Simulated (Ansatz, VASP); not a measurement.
**Two plane-wave programs on GaN**

```
Ga N
1.0
     3.14537    0.00000    0.00000
    -1.57268    2.72397    0.00000
     0.00000    0.00000    4.95476
Ga N
2 2
Direct
  0.33333 0.66667 0.01161
  0.66667 0.33333 0.51161
  0.33333 0.66667 0.36339
  0.66667 0.33333 0.86339
```

Alike in both runs: task single point; functional PBE; k mesh 12 × 12 × 6; occupations gaussian, width 0.02 eV; no spin polarisation.

```csv
,VASP,Ansatz
version,VASP 6.6.1,Ansatz 0.2.0
potentials or method,"VASP PAW PBE potentials, release 64 (Ga_d, N)","scalar-relativistic, plane waves, PAW"
plane-wave cutoff (eV),520,420
valence electrons in the cell,36,36
```

```tsv
	VASP	Ansatz	Ansatz less VASP
gap on the k mesh at the Fermi level (eV)	2.36	2.35	-0.010
least direct gap on the mesh (eV)	2.36	2.35	-0.010
pressure (GPa)	27.1	27.3	+0.26
largest component of the traceless stress (GPa)	33.03	33.71	+0.686
rms of the force components (eV/Å)	2.017	2.068	+0.0508
```

Atom by atom the forces differ by 0.051 eV/Å (rms over components).

Caveats: so large a pressure means that the cell lies far from this level's equilibrium, or that cutoff or potentials fall short (VASP); forces of over 1 eV/Å show positions far from the minimum, so gaps and moduli don't describe the material at rest.
